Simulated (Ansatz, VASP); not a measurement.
## One calculation of Fe, two programs

```
Fe
1.0
    -1.31200    1.41578    1.48189
     1.31200   -1.41578    1.48189
     1.31200    1.41578   -1.48189
Fe
1
Direct
  0.00000 0.00000 0.00000
```

Change from the starting cell: normal strain along x -0.0733, normal strain along z +0.0467.

Alike in both runs: task single point; functional PBE; k mesh 10 × 10 × 10; occupations gaussian, width 0.15 eV; collinear spin.

|  | VASP | Ansatz |
| --- | --- | --- |
| version | VASP 6.6.1 | Ansatz 0.2.0 |
| potentials or method | VASP PAW PBE potentials, release 64 (Fe) | scalar-relativistic, plane waves, PAW |
| plane-wave cutoff (eV) | 520 | 520 |
| valence electrons in the cell | 8 | 16 |

```csv
,VASP,Ansatz,Ansatz less VASP
gap on the k mesh at the Fermi level (eV),none,none,-
pressure (GPa),7.6,7.6,+0.09
largest component of the traceless stress (GPa),12.06,12.30,+0.236
net moment per atom (μB),2.16,2.13,-0.023
size of the moment on the site where the two differ most (μB),2.15,2.17,+0.024
```

Site moments also hang on the region over which each program counts them. A gap of «none» marks a metal or a gap that the smearing closes. The two sets of potentials don't hold the same shells in valence.
